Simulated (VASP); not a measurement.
CdS in VASP 6.6.1, single-point calculation

INCAR

```
NELM = 74
PREC = Accurate
GGA = PE
SIGMA = 0.02
ISMEAR = -1
NSW = 0
ISIF = 2
LREAL = .FALSE.
IBRION = -1
ENCUT = 520
NBANDS = 16
LASPH = .TRUE.
EDIFF = 1E-7
LCHARG = .FALSE.
LWAVE = .FALSE.
```

KPOINTS

```
KPOINTS created by Atomic Simulation Environment
0
Gamma
6 6 6
0 0 0
```

POSCAR

```
Cd S
 1.0000000000000000
     0.0000000000000000    2.8216462493000001    3.1054065889000002
     2.8216462493000001    0.0000000000000000    3.1054065889000002
     2.8216462493000001    2.8216462493000001    0.0000000000000000
 Cd  S
   1   1
Cartesian
  0.0000000000000000  0.0000000000000000  0.0000000000000000
  1.4108231246499998  1.4108231246499998  1.5527032944500001
```

The recommended PBE PAW datasets give the neutral cell 18 valence electrons.

Command

```
mpirun -np 1 vasp_std
```

**Question.** Predict the outcome of this run.

**Answer.** It converged. Results: gap between bands v and c on the k mesh 1.02 eV; least direct gap on the k mesh 1.02 eV; pressure 3.2 GPa. Band v is the last that the valence electrons fill when counted band by band, and c is the next.

OSZICAR

```
N       E                     dE             d eps       ncg     rms          rms(c)
DAV:   1     0.112170984534E+03    0.11217E+03   -0.91734E+03   976   0.103E+03
DAV:   2    -0.226516607866E+01   -0.11444E+03   -0.10637E+03  1168   0.255E+02
DAV:   3    -0.662286085495E+01   -0.43577E+01   -0.43477E+01  1144   0.524E+01
DAV:   4    -0.664998282498E+01   -0.27122E-01   -0.27118E-01  1224   0.410E+00
DAV:   5    -0.665032886026E+01   -0.34604E-03   -0.34603E-03  1192   0.441E-01    0.810E+00
DAV:   6    -0.611752380661E+01    0.53281E+00   -0.84258E-01  1416   0.116E+01    0.649E+00
DAV:   7    -0.609720791391E+01    0.20316E-01   -0.20030E-01  1184   0.308E+00    0.318E+00
DAV:   8    -0.609743027389E+01   -0.22236E-03   -0.18586E-02  1168   0.172E+00    0.313E-01
DAV:   9    -0.609733330335E+01    0.96971E-04   -0.20737E-03  1192   0.676E-01    0.625E-02
DAV:  10    -0.609745882903E+01   -0.12553E-03   -0.24639E-04  1144   0.155E-01    0.674E-02
DAV:  11    -0.609753666085E+01   -0.77832E-04   -0.12402E-04  1136   0.901E-02    0.219E-02
DAV:  12    -0.609752897099E+01    0.76899E-05   -0.24334E-05  1280   0.651E-02    0.101E-02
DAV:  13    -0.609753023473E+01   -0.12637E-05   -0.40709E-06  1096   0.119E-02    0.112E-02
DAV:  14    -0.609752989566E+01    0.33907E-06   -0.36566E-07  1336   0.368E-03    0.465E-03
DAV:  15    -0.609752987846E+01    0.17198E-07   -0.41820E-08   752   0.132E-03
   1 F= -.60975299E+01 E0= -.60975299E+01  d E =-.977751E-11
```

For comparison, a separate PBE run of the intended cell, on usual settings and not on those above, gives a gap of 1.03 eV on its mesh and a pressure of 3.2 GPa.
